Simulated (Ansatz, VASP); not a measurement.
## Rh in VASP and in Ansatz

```
Rh
1.0
     2.44962    0.00000    0.00000
     0.00000    2.44962    0.00000
     0.00000    0.00000    2.44962
Rh
1
Direct
  0.00000 0.00000 0.00000
```

Change from the starting cell: volume scaled by 0.9, PAW files, partial_waves polarizable.

Alike in both runs: task single point; functional PBE; k mesh 15 × 15 × 15; occupations fermi-dirac, width 0.1 eV; no spin polarisation.

|  | VASP | Ansatz |
| --- | --- | --- |
| version | VASP 6.6.1 | Ansatz 0.2.0 |
| potentials or method | VASP PAW PBE potentials, release 64 (Rh_pv) | PAW with Ansatz's default frozen-core files, scalar-relativistic |
| plane-wave cutoff (eV) | 520 | 420 |
| valence electrons in the cell | 15 | 17 |

Ansatz gave:

| Property | Result |
| --- | --- |
| pressure (GPa) | 25.0 |

**Question.** Estimate VASP's values.

**Answer.** Pressure (GPa): 25.2.

With one functional, cell and mesh, what is left measures potentials, basis and numerics. The two sets of potentials don't hold the same shells in valence.

Caveats: so large a pressure means that the cell lies far from this level's equilibrium, or that cutoff or potentials fall short (VASP).
